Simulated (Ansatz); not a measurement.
**SnSe2 under changes of volume**

One of the cells (25.726 Å³/atom); the others are scaled copies at fixed shape and fractional positions:

```
Sn Se
1.0
     3.81100    0.00000    0.00000
    -1.90550    3.30042    0.00000
     0.00000    0.00000    6.13600
Sn Se
1 2
Direct
  0.00000 0.00000 0.00000
  0.66667 0.33333 0.75100
  0.33333 0.66667 0.24900
```

```yaml
Program: Ansatz 0.2.0
Functional: PBE
Potentials_or_basis: Ansatz PAW
Cutoff: "420 eV (not typed: the program's choice for these potentials)"
k_mesh: 8 × 8 × 5
Occupations: fermi-dirac, width 0.05 eV
Spin: no spin polarisation
```

```tsv
volume (Å³/atom)	energy over the lowest point (meV/atom)	pressure (GPa)	gap on the mesh (eV)	largest force (eV/Å)
24.182	111.84	11.4	0.89	1.472
24.697	78.90	9.2	0.86	1.225
25.212	52.49	7.3	0.84	0.998
25.726	31.97	5.5	0.81	0.787
26.241	?	?	?	?
26.755	6.23	2.6	0.76	0.414
27.270	0.00	1.3	0.73	0.249
```

Problem. What does the run at 26.241 Å³/atom give?

Solution. Energy over the lowest point 16.73 meV/atom; pressure 4.0 GPa; gap on the mesh 0.78 eV; largest force 0.593 eV/Å.

Worked out: A Birch-Murnaghan fit of order 3 (a polynomial in V^(-2/3)) to the other rows has its minimum at 27.87 Å³/atom, just outside them, with B0 = V·E''(V) = 58 GPa and B' = 4.6 at fixed shape and positions, which overstates the stiffness. It gives 16.71 meV/atom at 26.241 Å³/atom, against the run's 16.73, and -dE/dV = 4.0 GPa, against 4.0. A straight line through the other rows of the gap, of slope -1.31 eV per unit of ln V, gives 0.78 eV, against the run's 0.78.

Energies are extrapolated to zero smearing.

Caveats: odd divisions of the mesh miss points on the zone boundary, where band edges often lie, so the gap on the mesh can be too wide; spin-orbit coupling is left out, which moves the levels of the heavy elements; this functional lacks dispersion, which binds the layers, so the pressure and a relaxed spacing across them are unreliable; forces of over 1 eV/Å show positions far from the minimum, so gaps and moduli don't describe the material at rest (some runs).

A mesh can miss the band edges.
